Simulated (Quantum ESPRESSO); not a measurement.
Here is a Quantum ESPRESSO 7.5 calculation.

File scf.in:

```
&CONTROL
  calculation = 'scf'
  prefix = 'pwscf'
  outdir = './tmp'
  pseudo_dir = './pseudo'
/
&SYSTEM
  ibrav = 0
  nat = 2
  ntyp = 2
  ecutwfc = 84
  nbnd = 15
  occupations = 'smearing'
  smearing = 'fd'
  degauss = 0.00367493
  force_symmorphic = .true.
/
&ELECTRONS
  conv_thr = 4d-10
  electron_maxstep = 120
  mixing_beta = 0.5
/
ATOMIC_SPECIES
As    74.9216 As.upf
B     10.8100 B.upf
CELL_PARAMETERS angstrom
   0.0000000000    2.2888612657    2.2888612657
   2.2888612657    0.0000000000    2.2888612657
   2.2888612657    2.2888612657    0.0000000000
ATOMIC_POSITIONS crystal
As     0.7500000000    0.7500000000    0.7500000000
B      0.0000000000    0.0000000000    0.0000000000
K_POINTS automatic
10 10 10 0 0 0
```

nscf.in

```
&CONTROL
  calculation = 'nscf'
  prefix = 'pwscf'
  outdir = './tmp'
  pseudo_dir = './pseudo'
/
&SYSTEM
  ibrav = 0
  nat = 2
  ntyp = 2
  ecutwfc = 84
  nbnd = 159
  occupations = 'fixed'
  force_symmorphic = .true.
/
&ELECTRONS
  conv_thr = 1d-08
  diago_full_acc = .true.
  diago_thr_init = 1d-06
/
ATOMIC_SPECIES
As    74.9216 As.upf
B     10.8100 B.upf
CELL_PARAMETERS angstrom
   0.0000000000    2.2888612657    2.2888612657
   2.2888612657    0.0000000000    2.2888612657
   2.2888612657    2.2888612657    0.0000000000
ATOMIC_POSITIONS crystal
As     0.7500000000    0.7500000000    0.7500000000
B      0.0000000000    0.0000000000    0.0000000000
K_POINTS automatic
4 4 4 0 0 0
```

Potentials or basis: PseudoDojo 0.4.1 SR PBEsol standard.

The run is started by

```console
$ OMP_NUM_THREADS=1 pw.x -in scf.in > scf.out
$ OMP_NUM_THREADS=1 pw.x -in nscf.in > nscf.out
```

Q: What does it give for the band gap on the k mesh, mean-field level?

A: 1.19 eV, indirect (least direct gap 3.43 eV).

Caveat: the k mesh is coarse (spacing up to 0.59 Å⁻¹), so the values aren't converged. A k mesh can miss the band edges.
